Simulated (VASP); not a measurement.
The system is IrO2.

```
Ir O
1.0
     4.48377    0.00000    0.00000
     0.00000    4.48377    0.00000
     0.00000    0.00000    3.16379
Ir O
2 4
Direct
  0.00000 0.00000 0.00000
  0.50000 0.50000 0.50000
  0.30885 0.30885 0.00000
  0.19115 0.80885 0.50000
  0.69115 0.69115 0.00000
  0.80885 0.19115 0.50000
```

Base run:

| Property | Result |
| --- | --- |
| Program | VASP 6.6.1 |
| Functional | PBE |
| Potentials or basis | VASP PAW PBE potentials, release 64 (Ir, O) |
| Cutoff | 520 eV |
| k mesh | 8 × 8 × 12 |
| Occupations | methfessel-paxton, width 0.1 eV |
| Spin | spin-orbit coupling, no magnetisation |

Its results: pressure 11.2 GPa; largest force 0.102 eV/Å.

**Question.** The run is repeated on the same cell with these changes: spin from spin-orbit coupling, no magnetisation to no spin polarisation; further incar settings from ALGO = Normal; EDIFF = 1e-07; NBANDS = 58 to ALGO = Normal; EDIFF = 1e-07; NBANDS = 30. What comes out?

**Answer.** Pressure 9.6 GPa; largest force 0.059 eV/Å.
